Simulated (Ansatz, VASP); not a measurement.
One calculation of BiTe, two programs

```
Bi Te
1.0
     3.85611    0.00000    0.00000
     0.00000    3.85611    0.00000
     0.00000    0.00000    3.85611
Bi Te
1 1
Direct
  0.00000 0.00000 0.00000
  0.50000 0.50000 0.50000
```

Alike in both runs: task single point; functional PBE; k mesh 10 × 10 × 10; occupations gaussian, width 0.05 eV; no spin polarisation.

|  | VASP | Ansatz |
| --- | --- | --- |
| version | VASP 6.6.1 | Ansatz 0.2.0 |
| potentials or method | VASP PAW PBE potentials, release 64 (Bi_d, Te) | scalar-relativistic, plane waves, PAW |
| plane-wave cutoff (eV) | 520 | 420 |
| valence electrons in the cell | 21 | 31 |

VASP gave:

```
gap on the k mesh at the Fermi level (eV) : none
pressure (GPa)                            : 2.7
```

Task: Which values does Ansatz return?

Result: gap on the k mesh at the Fermi level (eV): none; pressure (GPa): 2.8.

A gap of «none» marks a metal or a gap that the smearing closes. The two sets of potentials don't hold the same shells in valence.

Caveats: spin-orbit coupling is left out, which moves the levels of the heavy elements.
